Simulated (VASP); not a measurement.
# Pd (P6_3/mmc) in VASP: settings compared

Aim: see how the results for Pd move with the level of theory and the settings. Levels: r2SCAN, r2SCAN+rVV10. Tasks: relaxation of cell and atoms.

Program: VASP 6.6.1. These are calculated values, not measurements. Logs are shortened: lines on timing, memory, paths and dates and some standing lists are left out, and cuts for length are marked.

### Step 1. The crystal as given

It takes space group P6_3/mmc (No. 194, hexagonal). Conventional cell: a = 2.750 Å, b = 2.750 Å, c = 4.490 Å, α = 90.00°, β = 90.00°, γ = 120.00°. Around Pd (site symmetry -6m2) lie 12 Pd at 2.75 Å.

This isn't the form of Pd at room conditions, which is fcc.

### Step 2. Relaxation of cell and atoms, r2SCAN

The input, INCAR:

```
SYSTEM = Pd
PREC = Accurate ; ENCUT = 600
EDIFF = 1E-7 ; ISMEAR = 0
SIGMA = 0.1 ; LREAL = .FALSE.
LASPH = .TRUE. ; NELM = 60
ALGO = Normal ; ISIF = 3
LWAVE = .FALSE. ; LCHARG = .FALSE.
METAGGA = R2SCAN ; LMIXTAU = .TRUE.
IBRION = 2 ; NSW = 90
EDIFFG = -0.005
```

The input, KPOINTS:

```
Automatic mesh
0
G
  18 18 10
  0 0 0
```

The input, POSCAR:

```
Pd
1.0
    2.7496501800      0.0000000000      0.0000000000
   -1.3748250900      2.3812669000      0.0000000000
    0.0000000000      0.0000000000      4.4901787400
Pd
2
Direct
    0.3333333300      0.6666666700      0.2500000000
    0.6666666700      0.3333333300      0.7500000000
```

Potentials or basis: VASP PAW PBE potentials, release 64 (Pd).

On the command line:

```bash
$ cat potpaw_PBE.64/Pd/POTCAR > POTCAR
$ mpirun -np 1 vasp_std > vasp.out
```

OUTCAR:

```text
SYSTEM = Pd
   PREC = Accurate
   ENCUT = 600
   EDIFF = 1E-7
   ISMEAR = 0
   LREAL = .FALSE.
   LASPH = .TRUE.
   NELM = 60
   ISIF = 3
   METAGGA = R2SCAN
   IBRION = 2
   NSW = 90
   EDIFFG = -0.005

 ion  position               nearest neighbor table
   1  0.333  0.667  0.250-   2 2.75   2 2.75   2 2.75   2 2.75   2 2.75   2 2.75
   2  0.667  0.333  0.750-   1 2.75   1 2.75   1 2.75   1 2.75   1 2.75   1 2.75

  LATTYP: Found a hexagonal cell.
 ALAT       =     2.7496501800
 C/A-ratio  =     1.6329999986

  Lattice vectors:

 A1 = (   2.7496501800,   0.0000000000,   0.0000000000)
 A2 = (  -1.3748250900,   2.3812669000,   0.0000000000)
 A3 = (   0.0000000000,   0.0000000000,   4.4901787400)

Analysis of symmetry for initial positions (statically):
=====================================================================
 Subroutine PRICEL returns:
 Original cell was already a primitive cell.

 Routine SETGRP: Setting up the symmetry group for a
 hexagonal supercell.

 Subroutine GETGRP returns: Found 24 space group operations
 (whereof 12 operations were pure point group operations)
 out of a pool of 24 trial point group operations.

The static configuration has the point symmetry D_3d.
 The point group associated with its full space group is D_6h.

Analysis of symmetry for dynamics (positions and initial velocities):
=====================================================================
 Subroutine PRICEL returns:
 Original cell was already a primitive cell.

 Routine SETGRP: Setting up the symmetry group for a
 hexagonal supercell.

 Subroutine GETGRP returns: Found 24 space group operations
 (whereof 12 operations were pure point group operations)
 out of a pool of 24 trial point group operations.

The dynamic configuration has the point symmetry D_3d.
 The point group associated with its full space group is D_6h.

 Subroutine INISYM returns: Found 24 space group operations
 (whereof 12 operations are pure point group operations),
 and found     1 'primitive' translations

----------------------------------------------------------------------------------------

                                     Primitive cell

  volume of cell :      29.4001

  direct lattice vectors                    reciprocal lattice vectors
     2.749650180  0.000000000  0.000000000     0.363682627  0.209972263  0.000000000
[... 108 lines left out ...]
  Fermi-wavevector in a.u.,A,eV,Ry     =   1.439799  2.720825 28.205154  2.073020
  Thomas-Fermi vector in A             =   2.558614
   LORBIT       =      0    0 simple, 1 ext, 2 COOP (PROOUT), +10 PAW based schemes
   METAGGA = R2SCAN    functional components
   LHFCALC =     F    Hartree Fock is set to
   AEXX    =    0.0000 exact exchange contribution
   IVDW    =     0    specifies the selected vdW correction
   LEPSILON=     F    determine dielectric tensor
   LRPA    =     F    only Hartree local field effects (RPA)
 conjugate gradient relaxation of ions
 non-spin polarized calculation
 Gauss-broadening in eV      SIGMA  =   0.10
  energy-cutoff  :      600.00
  volume of cell :       29.40
 maximum number of plane-waves:      1008
 NGX is ok and might be reduce to    24

--------------------------------------- Ionic step        1  -------------------------------------------

 number of electron      19.9999997 magnetization

 Free energy of the ion-electron system (eV)
  ---------------------------------------------------
  ext. energy  EPLUGINS =         0.00000000
  ---------------------------------------------------
  free energy    TOTEN  =       -45.81564940 eV

  energy without entropy =      -45.78780410  energy(sigma->0) =      -45.80172675

------------------------ aborting loop because EDIFF is reached ----------------------------------------

  FORCE on cell =-STRESS in cart. coord.  units (eV):
  Direction    XX          YY          ZZ          XY          YZ          ZX
  --------------------------------------------------------------------------------------
  -------------------------------------------------------------------------------------
  Total        0.5795549      0.5795549      1.3917788     -0.0000000     -0.0000000      0.0000000
  in kB       31.5831927     31.5831925     75.8458216     -0.0000000     -0.0000000      0.0000000
  external PRESSURE =      46.3374022 kB  Pullay stress =       0.0000000 kB
[... 167 lines left out ...]
--------------------------------------- Ionic step        6  -------------------------------------------

 number of electron      19.9999998 magnetization

 Free energy of the ion-electron system (eV)
  ---------------------------------------------------
  ext. energy  EPLUGINS =         0.00000000
  ---------------------------------------------------
  free energy    TOTEN  =       -45.83404308 eV

  energy without entropy =      -45.80903657  energy(sigma->0) =      -45.82153983

 E-fermi :   9.2871     XC(G=0): -13.9768

 val. band max:        9.2844474124   @ k =   0.5000  -0.0000   0.3000
 cond. band min:       9.2886276247   @ k =   0.3333   0.1667   0.5000
 fundamental gap:      0.0041802123
 Fermi energy:         9.2870585977

 k-point     1 :       0.0000    0.0000    0.0000
  band No.  band energies     occupation
      1       2.2519      2.00000
      2       3.9964      2.00000
      3       6.2849      2.00000
      4       6.5345      2.00000
      5       6.5345      2.00000
      6       6.8698      2.00000
      7       6.8698      2.00000
      8       7.6466      2.00000
      9       7.6466      2.00000
     10       9.0231      1.99981
     11       9.0231      1.99981
     12      10.3530      0.00000
     13      16.3471      0.00000
     14      27.3724      0.00000
[... 377 lines left out ...]
      1       4.3695      2.00000
      2       4.6931      2.00000
      3       4.7783      2.00000
      4       6.4731      2.00000
      5       6.7626      2.00000
      6       7.0813      2.00000
      7       7.1247      2.00000
      8       8.9857      1.99998
      9       9.1299      1.97378
     10       9.2947      0.91384
     11      11.8531      0.00000
     12      15.4967      0.00000
     13      19.2726      0.00000
     14      19.6190      0.00000

 [... further k-points ...]

------------------------ aborting loop because EDIFF is reached ----------------------------------------

  FORCE on cell =-STRESS in cart. coord.  units (eV):
  Direction    XX          YY          ZZ          XY          YZ          ZX
  --------------------------------------------------------------------------------------
  -------------------------------------------------------------------------------------
  Total        0.0043464      0.0043464      0.0031838      0.0000000      0.0000000      0.0000000
  in kB        0.2314015      0.2314015      0.1695032      0.0000000      0.0000000      0.0000000
  external PRESSURE =       0.2107688 kB  Pullay stress =       0.0000000 kB
[... 17 lines left out ...]
  FREE ENERGIE OF THE ION-ELECTRON SYSTEM (eV)
  ---------------------------------------------------
  free  energy   TOTEN  =       -45.8340430820 eV

  energy  without entropy=      -45.8090365712  energy(sigma->0) =      -45.82153983

 reached required accuracy - stopping structural energy minimisation
```

It took 11 min on 1 thread of Intel Xeon 6975P-C (Granite Rapids), shared host; peak memory 0.25 GiB.

What came out:

```
Free energy                            : -45.8340 eV
Relaxed volume                         : 15.05 Å³/atom
Relaxed cell                           : a = 2.742 Å, b = 2.742 Å, c = 4.621 Å, α = 90.00°, β = 90.00°, γ = 120.00°
Space group after relaxing (to 0.05 Å) : P6_3/mmc (No. 194)
Energy gained by relaxing              : 9.2 meV/atom
Ionic steps                            : 6
Pressure after relaxing                : 0.0 GPa
Band gap on the k mesh                 : none (metal or under the smearing width)
```

The path:
```tsv
step	energy change (eV)	largest force (eV/Å)	pressure (GPa)	volume (Å³)
1	0.0000	0.0000	4.63	29.40
2	0.0064	0.0000	-6.22	31.24
3	-0.0134	0.0000	-0.68	30.21
4	-0.0177	0.0000	-0.28	30.14
5	-0.0184	0.0000	-0.03	30.10
6	-0.0184	0.0000	0.02	30.09
```

Final structure:
```yaml
crystal:
  lattice:
    - [2.74221, 0.00000, 0.00000]
    - [-1.37110, 2.37482, 0.00000]
    - [0.00000, 0.00000, 4.62109]
  atoms:
    - { symbol: Pd, position: [0.33333, 0.66667, 0.25000] }
    - { symbol: Pd, position: [0.66667, 0.33333, 0.75000] }
```

Levels at points of the mesh, in eV from the Fermi level:
| k point | band 6 | band 7 | band 8 | band 9 | band 10 | band 11 | band 12 | band 13 | band 14 |
| --- | --- | --- | --- | --- | --- | --- | --- | --- | --- |
| (0.00, 0.00, 0.00) | -2.42 | -2.42 | -1.64 | -1.64 | -0.26 | -0.26 | 1.07 | 7.06 | 18.09 |
| (0.50, 0.00, 0.00) | -2.15 | -1.64 | -0.03 | 0.05 | 0.23 | 2.84 | 4.85 | 10.09 | 10.34 |
| (0.00, 0.00, 0.50) | -2.78 | -2.78 | -2.78 | -0.72 | -0.72 | -0.72 | -0.72 | 14.36 | 14.36 |
| (0.50, 0.00, 0.50) | -1.54 | -0.43 | -0.43 | 0.16 | 0.16 | 2.95 | 2.95 | 8.61 | 8.61 |

Caveat: the PAW data sets were made with another functional, which shifts forces and pressure a little.

### Step 3. Relaxation of cell and atoms, r2SCAN+rVV10

INCAR, as its differences from that of step 2:

```diff
@@ -8,2 +8,4 @@
 METAGGA = R2SCAN ; LMIXTAU = .TRUE.
+LUSE_VDW = .TRUE. ; IVDW_NL = 2
+BPARAM = 11.95 ; CPARAM = 0.0093
 IBRION = 2 ; NSW = 90
```

KPOINTS is that of step 2.

POSCAR is that of step 2.

Potentials or basis: VASP PAW PBE potentials, release 64 (Pd).

On the command line:

```bash
$ cat potpaw_PBE.64/Pd/POTCAR > POTCAR
$ mpirun -np 1 vasp_std > vasp.out
```

It took 15 min on 1 thread of Intel Xeon 6975P-C (Granite Rapids), shared host; peak memory 0.35 GiB.

Results (log left out):

```yaml
Free_energy: -45.2910 eV
Relaxed_volume: 14.87 Å³/atom
Relaxed_cell: a = 2.732 Å, b = 2.732 Å, c = 4.602 Å, α = 90.00°, β = 90.00°, γ = 120.00°
Space_group_after_relaxing_to_0.05_Å: P6_3/mmc (No. 194)
Energy_gained_by_relaxing: 5.6 meV/atom
Ionic_steps: 8
Pressure_after_relaxing: 0.0 GPa
Band_gap_on_the_k_mesh: none (metal or under the smearing width)
```

The path:
```csv
step,energy change (eV),largest force (eV/Å),pressure (GPa),volume (Å³)
1,0.0000,0.0000,2.39,29.40
2,-0.0030,0.0000,-3.65,30.34
3,-0.0068,0.0000,-1.18,29.93
4,-0.0112,0.0000,-0.20,29.78
5,-0.0112,0.0000,-0.05,29.76
6,-0.0112,0.0000,-0.04,29.75
7,-0.0112,0.0000,0.06,29.74
8,-0.0112,0.0000,0.03,29.74
```

Final structure:
```xyz
2
Lattice="2.7319 0.0000 0.0000 -1.3659 2.3659 0.0000 0.0000 0.0000 4.6016" Properties=species:S:1:pos:R:3 pbc="T T T"
Pd    0.0000    1.5772    1.1504
Pd    1.3659    0.7886    3.4512
```

Levels at points of the mesh, in eV from the Fermi level:
| k point | band 7 | band 8 | band 9 | band 10 | band 11 | band 12 | band 13 | band 14 |
| --- | --- | --- | --- | --- | --- | --- | --- | --- |
| (0.00, 0.00, 0.00) | -2.47 | -1.68 | -1.68 | -0.27 | -0.27 | 1.00 | 7.15 | 18.07 |
| (0.50, 0.00, 0.00) | -1.70 | -0.03 | 0.05 | 0.24 | 2.84 | 4.88 | 10.15 | 10.39 |
| (0.00, 0.00, 0.50) | -2.84 | -2.84 | -0.74 | -0.74 | -0.74 | -0.74 | 14.45 | 14.45 |
| (0.50, 0.00, 0.50) | -0.45 | -0.45 | 0.16 | 0.16 | 2.92 | 2.92 | 8.69 | 8.69 |

Caveat: the PAW data sets were made with another functional, which shifts forces and pressure a little.
